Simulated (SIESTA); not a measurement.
MgS (Niningerite):

```
CELL_PARAMETERS angstrom
0.00000 2.60165 2.60165
2.60165 0.00000 2.60165
2.60165 2.60165 0.00000
ATOMIC_POSITIONS crystal
S 0.50000 0.50000 0.50000
Mg 0.00000 0.00000 0.00000
```

Base run:

```yaml
Program: SIESTA 5.4.2
Functional: PBEsol
Potentials_or_basis: PseudoDojo 0.4 standard (PBEsol files)
Basis: DZP (energy shift 0.003 Ry; two zetas on semicore shells)
Grid_cutoff: 800 Ry
Energy_shift: 0.003 Ry
k_mesh: 9 × 9 × 9
Occupations: fermi-dirac, width 0.05 eV
Spin: no spin polarisation
```

Its results: band gap on the k mesh 2.78 eV, indirect (least direct gap 3.68 eV); pressure 1.2 GPa.

**Question.** The run is repeated on the same cell with these changes: functional from PBEsol to LDA; potentials or basis from PseudoDojo 0.4 standard (PBEsol files) to PseudoDojo 0.4 standard (LDA files). What comes out?

**Answer.** Band gap on the k mesh 2.63 eV, indirect (least direct gap 3.57 eV); pressure -0.9 GPa.

Caveats: the mesh misses the band edges, which the band path finds closer together; the basis of atomic orbitals isn't converged, which shifts pressures, moduli and gaps.
